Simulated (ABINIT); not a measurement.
# Nb (Fm-3m) in ABINIT: settings compared

The runs below take Nb through relaxation of cell and atoms, single point, with LDA, PBE.

All numbers are computed with ABINIT 10.8.3 (patched build); they aren't measurements. Logs are shortened: lines on timing, memory, paths and dates and some standing lists are left out, and cuts for length are marked. The log counts tension as positive stress, the text compression.

## (1) The structure

The structure is cubic, space group Fm-3m (No. 225). The conventional cell has a = 4.230 Å, b = 4.230 Å, c = 4.230 Å, α = 90.00°, β = 90.00°, γ = 90.00°. Nb (site symmetry m-3m) has 12 Nb at 2.99 Å as nearest neighbours.

This isn't the form of Nb at room conditions, which is bcc.

## (2) Relaxation of cell and atoms, LDA

Input file run.abi:

```
pp_dirpath "./"
pseudos "Nb.upf"

acell 3*1.0 Angstrom
rprim
     0.0000000000     2.1150000000     2.1150000000
     2.1150000000     0.0000000000     2.1150000000
     2.1150000000     2.1150000000     0.0000000000
ntypat 1
znucl 41
natom 1
typat 1
chkprim 0
chksymtnons 0
tolsym 1.0e-6
xred
            0.0            0.0            0.0

ecut 1115.666836 eV
ecutsm 0.5

kptopt 1
ngkpt 8 8 8
nshiftk 1
shiftk 0.0 0.0 0.0

ixc 7

nband 11
occopt 3
tsmear 0.05 eV

nstep 80
tolvrs 1.0e-12

iomode 3
prteig 0
prtebands 0
prtwf 0
prtden 0

ionmov 2
optcell 2
ntime 50
tolmxf 2.0e-5
dilatmx 1.08
```

Potentials or basis: PseudoDojo NC SR LDA v0.4 stringent.

On the command line:

```
$ abinit run.abi > log 2>&1
```

run.abo:

```text
.Version 10.8.3 of ABINIT
 Symmetries : space group Fm -3 m (#225); Bravais cF (face-center cubic)
================================================================================
 Values of the parameters that define the memory need of the present run
     intxc =       0    ionmov =       2      iscf =       7    lmnmax =       6
     lnmax =       6     mgfft =      36  mpssoang =       3    mqgrid =    3001
     natom =       1  nloc_mem =       1    nspden =       1   nspinor =       1
    nsppol =       1      nsym =      48    n1xccc =    2501    ntypat =       1
    occopt =       3   xclevel =       1
       mpw =        2035          nfft =       46656          nkpt =          29
================================================================================
================================================================================

--------------------------------------------------------------------------------
------------- Echo of variables that govern the present computation ------------
--------------------------------------------------------------------------------
 -outvars: echo values of preprocessed input variables --------
            acell      1.8897261259E+00  1.8897261259E+00  1.8897261259E+00 Bohr
              amu      9.29063800E+01
          chkprim           0
      chksymtnons           0
          dilatmx      1.08000000E+00
             ecut      4.10000000E+01 Hartree
           ecutsm      5.00000000E-01 Hartree
           ionmov           2
              ixc           7
         kptrlatt        8    0    0      0    8    0      0    0    8
          kptrlen      4.52182993E+01
            natom           1
            nband          11
            ngfft          36      36      36
             nkpt          29
            nstep          80
             nsym          48
            ntime          50
           ntypat           1
           occopt           3
          optcell           2
           prtden           0
        prtebands           0
           prteig           0
            prtwf           0
            rprim      0.0000000000E+00  2.1150000000E+00  2.1150000000E+00
                       2.1150000000E+00  0.0000000000E+00  2.1150000000E+00
                       2.1150000000E+00  2.1150000000E+00  0.0000000000E+00
          spgroup         225
           tolmxf      2.00000000E-05
           tolsym      1.00000000E-06
           tolvrs      1.00000000E-12
           tsmear      1.83746611E-03 Hartree
            typat      1
            znucl       41.00000

================================================================================

 chkinp: Checking input parameters for consistency.

================================================================================
== DATASET  1 ==================================================================

--- !DatasetInfo
iteration_state: {dtset: 1, }
dimensions: {natom: 1, nkpt: 29, mband: 11, nsppol: 1, nspinor: 1, nspden: 1, mpw: 2035, }
cutoff_energies: {ecut:  41.0, pawecutdg:  -1.0, }
electrons: {nelect:   1.30000000E+01, charge:   0.00000000E+00, occopt:   3.00000000E+00, tsmear:   1.83746611E-03, }
meta: {optdriver: 0, ionmov: 2, optcell: 2, iscf: 7, paral_kgb: 0, }
...

 Exchange-correlation functional for the present dataset will be:
  LDA: Perdew-Wang 92 LSD fit to Ceperley-Alder data - ixc=7
  J.P.Perdew and Y.Wang, PRB 45, 13244 (1992)

 Real(R)+Recip(G) space primitive vectors, cartesian coordinates (Bohr,Bohr^-1):
 R(1)=  0.0000000  3.9967708  3.9967708  G(1)= -0.1251010  0.1251010  0.1251010
 R(2)=  3.9967708  0.0000000  3.9967708  G(2)=  0.1251010 -0.1251010  0.1251010
 R(3)=  3.9967708  3.9967708  0.0000000  G(3)=  0.1251010  0.1251010 -0.1251010
 Unit cell volume ucvol=  1.2769024E+02 bohr^3
 Angles (23,13,12)=  6.00000000E+01  6.00000000E+01  6.00000000E+01 degrees

 getcut: wavevector=  0.0000  0.0000  0.0000  ngfft=  36  36  36
         ecut(hartree)=     47.822   => boxcut(ratio)=   2.04596

--- Pseudopotential description ------------------------------------------------
- pspini: atom type   1  psp file is ./Nb.upf
  41.00000  13.00000  180309                  znucl, zion, pspdat
12 -1012 2 -1 1640                            pspcod,pspxc,lmax,lloc,mmax
     nproj     2     2     2

   2.03025273E+02                                ecore*ucvol(ha*bohr**3)
--------------------------------------------------------------------------------

================================================================================

=== [ionmov= 2] Broyden-Fletcher-Goldfarb-Shanno method (forces)
================================================================================

--- Iteration: ( 1/50) Internal Cycle: (1/1)
--------------------------------------------------------------------------------

---SELF-CONSISTENT-FIELD CONVERGENCE--------------------------------------------

--- !BeginCycle
iteration_state: {dtset: 1, itime: 1, icycle: 1, }
solver: {iscf: 7, nstep: 80, nline: 4, wfoptalg: 0, }
tolerances: {tolvrs: 1.00E-12, }
...

     iter   Etot(hartree)      deltaE(h)  residm     vres2
 ETOT  1  -62.293106041195    -6.229E+01 9.996E-02 1.389E+02
 ETOT  2  -62.328592725031    -3.549E-02 3.440E-01 2.016E+01
 ETOT  3  -62.331344764916    -2.752E-03 2.028E-03 1.071E-03
 ETOT  4  -62.331345690113    -9.252E-07 1.492E-03 6.545E-05
 ETOT  5  -62.331345696520    -6.407E-09 3.788E-04 8.805E-08
 ETOT  6  -62.331345696528    -7.958E-12 2.356E-04 1.074E-09
 ETOT  7  -62.331345696530    -1.734E-12 2.228E-04 1.443E-11
 ETOT  8  -62.331345696528     1.997E-12 3.862E-05 1.931E-14

 At SCF step    8       vres2   =  1.93E-14 < tolvrs=  1.00E-12 =>converged.

 Cartesian components of stress tensor (hartree/bohr^3)
  sigma(1 1)=  3.67437067E-04  sigma(3 2)=  0.00000000E+00
  sigma(2 2)=  3.67437067E-04  sigma(3 1)=  0.00000000E+00
  sigma(3 3)=  3.67437067E-04  sigma(2 1)=  0.00000000E+00

--- !ResultsGS
iteration_state: {dtset: 1, itime: 1, icycle: 1, }
comment   : Summary of ground state results
lattice_vectors:
- [  0.0000000,   3.9967708,   3.9967708, ]
- [  3.9967708,   0.0000000,   3.9967708, ]
- [  3.9967708,   3.9967708,   0.0000000, ]
lattice_lengths: [   5.65229,    5.65229,    5.65229, ]
lattice_angles: [ 60.000,  60.000,  60.000, ] # degrees, (23, 13, 12)
lattice_volume:   1.2769024E+02
convergence: {deltae:  1.997E-12, res2:  1.931E-14, residm:  3.862E-05, diffor: null, }
etotal    :  -6.23313457E+01
entropy   :   0.00000000E+00
fermie    :   5.04960902E-01
cartesian_stress_tensor: # hartree/bohr^3
- [  3.67437067E-04,   0.00000000E+00,   0.00000000E+00, ]
- [  0.00000000E+00,   3.67437067E-04,   0.00000000E+00, ]
- [  0.00000000E+00,   0.00000000E+00,   3.67437067E-04, ]
pressure_GPa:  -1.0810E+01
xred      :
- [  0.0000E+00,   0.0000E+00,   0.0000E+00, Nb]
cartesian_forces: # hartree/bohr
- [ -0.00000000E+00,  -0.00000000E+00,  -0.00000000E+00, ]
force_length_stats: {min:   0.00000000E+00, max:   0.00000000E+00, mean:   0.00000000E+00, }
...
[... 356 lines left out ...]
---OUTPUT-----------------------------------------------------------------------

 Cartesian coordinates (xcart) [bohr]
  0.00000000000000E+00  0.00000000000000E+00  0.00000000000000E+00
 Reduced coordinates (xred)
  0.00000000000000E+00  0.00000000000000E+00  0.00000000000000E+00
 Cartesian forces (fcart) [Ha/bohr]; max,rms= 0.00000E+00 0.00000E+00 (free atoms)
 -0.00000000000000E+00 -0.00000000000000E+00 -0.00000000000000E+00
 Gradient of E wrt nuclear positions in reduced coordinates (gred)
  0.00000000000000E+00  0.00000000000000E+00  0.00000000000000E+00
 Scale of Primitive Cell (acell) [bohr]
  5.52689891416860E+00  5.52689891416860E+00  5.52689891416860E+00
 Real space primitive translations (rprimd) [bohr]
  0.00000000000000E+00  3.90810770114118E+00  3.90810770114118E+00
  3.90810770114118E+00  0.00000000000000E+00  3.90810770114118E+00
  3.90810770114118E+00  3.90810770114118E+00  0.00000000000000E+00
 Unitary Cell Volume (ucvol) [Bohr^3]=  1.19379448066797E+02
 Angles (23,13,12)= [degrees]
  6.00000000000000E+01  6.00000000000000E+01  6.00000000000000E+01
 Lengths [Bohr]
  5.52689891416860E+00  5.52689891416860E+00  5.52689891416860E+00
 Stress tensor in cartesian coordinates (strten) [Ha/bohr^3]
  1.61891041891571E-09  0.00000000000000E+00  0.00000000000000E+00
  0.00000000000000E+00  1.61891042065043E-09  0.00000000000000E+00
  0.00000000000000E+00  0.00000000000000E+00  1.61891042411988E-09
 Total energy (etotal) [Ha]= -6.23329524263571E+01

 Difference of energy with previous step (new-old):
           Absolute (Ha)=-1.26995E-09
           Relative     =-2.03736E-11

 At Broyd/MD step   5, gradients are converged :
  max grad (force/stress) = 1.6189E-07 < tolmxf= 2.0000E-05 ha/bohr (free atoms)

================================================================================

 ----iterations are completed or convergence reached----

 Mean square residual over all n,k,spin=   39.648E-09; max=  12.637E-06
 reduced coordinates (array xred) for    1 atoms
       0.000000000000      0.000000000000      0.000000000000
 rms dE/dt=  0.0000E+00; max dE/dt=  0.0000E+00; dE/dt below (all hartree)
    1       0.000000000000      0.000000000000      0.000000000000

 cartesian coordinates (angstrom) at end:
    1      0.00000000000000     0.00000000000000     0.00000000000000

 cartesian forces (hartree/bohr) at end:
    1     -0.00000000000000    -0.00000000000000    -0.00000000000000
 frms,max,avg= 0.0000000E+00 0.0000000E+00   0.000E+00  0.000E+00  0.000E+00 h/b

 cartesian forces (eV/Angstrom) at end:
    1     -0.00000000000000    -0.00000000000000    -0.00000000000000
 frms,max,avg= 0.0000000E+00 0.0000000E+00   0.000E+00  0.000E+00  0.000E+00 e/A
 length scales=  5.526898914169  5.526898914169  5.526898914169 bohr
              =  2.924708950358  2.924708950358  2.924708950358 angstroms
 Fermi (or HOMO) energy (hartree) =   0.54809   Average Vxc (hartree)=  -0.48661
 Eigenvalues (hartree) for nkpt=  29  k points:
 kpt#   1, nband= 11, wtk=  0.00195, kpt=  0.0000  0.0000  0.0000 (reduced coord)
  -1.45714   -0.55045   -0.55045   -0.55045    0.31509    0.54971    0.54971    0.54971
   0.65253    0.65253    0.98982
      occupation numbers for kpt#   1
   2.00000    2.00000    2.00000    2.00000    2.00000    0.58553    0.58553    0.58553
   0.00000    0.00000    0.00000
 prteigrs : prtvol=0 or 1, do not print more k-points.

--- !EnergyTerms
iteration_state     : {dtset: 1, itime: 5, icycle: 1, }
comment             : Components of total free energy in Hartree
kinetic             :  1.81904255125437E+01
hartree             :  7.35631041720417E+00
xc                  : -1.30354841498584E+01
Ewald energy        : -4.95662958763250E+01
psp_core            :  1.70067190485761E+00
local_psp           : -3.48197876755580E+01
non_local_psp       :  7.84166777056843E+00
internal            : -6.23324920965675E+01
'-kT*entropy'       : -4.60329789632683E-04
total_energy        : -6.23329524263571E+01
total_energy_eV     : -1.69616604432596E+03
band_energy         : -3.98399295305152E+00
...

 Cartesian components of stress tensor (hartree/bohr^3)
  sigma(1 1)=  1.61891042E-09  sigma(3 2)=  0.00000000E+00
  sigma(2 2)=  1.61891042E-09  sigma(3 1)=  0.00000000E+00
  sigma(3 3)=  1.61891042E-09  sigma(2 1)=  0.00000000E+00

-Cartesian components of stress tensor (GPa)         [Pressure= -4.7630E-05 GPa]
- sigma(1 1)=  4.76299889E-05  sigma(3 2)=  0.00000000E+00
- sigma(2 2)=  4.76299890E-05  sigma(3 1)=  0.00000000E+00
- sigma(3 3)=  4.76299891E-05  sigma(2 1)=  0.00000000E+00

== END DATASET(S) ==============================================================
================================================================================

 -outvars: echo values of variables after computation  --------
            acell      5.5268989142E+00  5.5268989142E+00  5.5268989142E+00 Bohr
           etotal     -6.2332952426E+01
            fcart     -0.0000000000E+00 -0.0000000000E+00 -0.0000000000E+00
            rprim      0.0000000000E+00  7.0710678119E-01  7.0710678119E-01
                       7.0710678119E-01  0.0000000000E+00  7.0710678119E-01
                       7.0710678119E-01  7.0710678119E-01  0.0000000000E+00
           strten      1.6189104189E-09  1.6189104207E-09  1.6189104241E-09
                       0.0000000000E+00  0.0000000000E+00  0.0000000000E+00
 Calculation completed.
```

It took 62 s on 1 thread of Arm Neoverse V1, shared host; peak memory 0.07 GiB.

What came out:

```yaml
Free_energy: -1696.1660 eV
Relaxed_volume: 17.69 Å³/atom
Relaxed_cell: a = 2.925 Å, b = 2.925 Å, c = 2.925 Å, α = 60.00°, β = 60.00°, γ = 60.00°
Space_group_after_relaxing_to_0.05_Å: Fm-3m (No. 225)
Energy_gained_by_relaxing: 43.7 meV/atom
Ionic_steps: 5
Pressure_after_relaxing: 0.0 GPa
Band_gap_on_the_k_mesh: none (metal or under the smearing width)
```

Step by step:
| step | energy change (eV) | largest force (eV/Å) | pressure (GPa) | volume (Å³) |
| --- | --- | --- | --- | --- |
| 1 | 0.0000 | 0.0000 | -10.81 | 18.92 |
| 2 | -0.0323 | 0.0000 | -5.80 | 18.30 |
| 3 | -0.0437 | 0.0000 | 0.41 | 17.65 |
| 4 | -0.0437 | 0.0000 | -0.01 | 17.69 |
| 5 | -0.0437 | 0.0000 | 0.00 | 17.69 |

Final structure:
```
Nb
1.0
     0.00000    2.06808    2.06808
     2.06808    0.00000    2.06808
     2.06808    2.06808    0.00000
Nb
1
Direct
  0.00000 0.00000 0.00000
```

LDA usually gives volumes a few per cent too small. Zero-point motion and thermal expansion aren't in these numbers.

(Continued in part 2 of 2.)
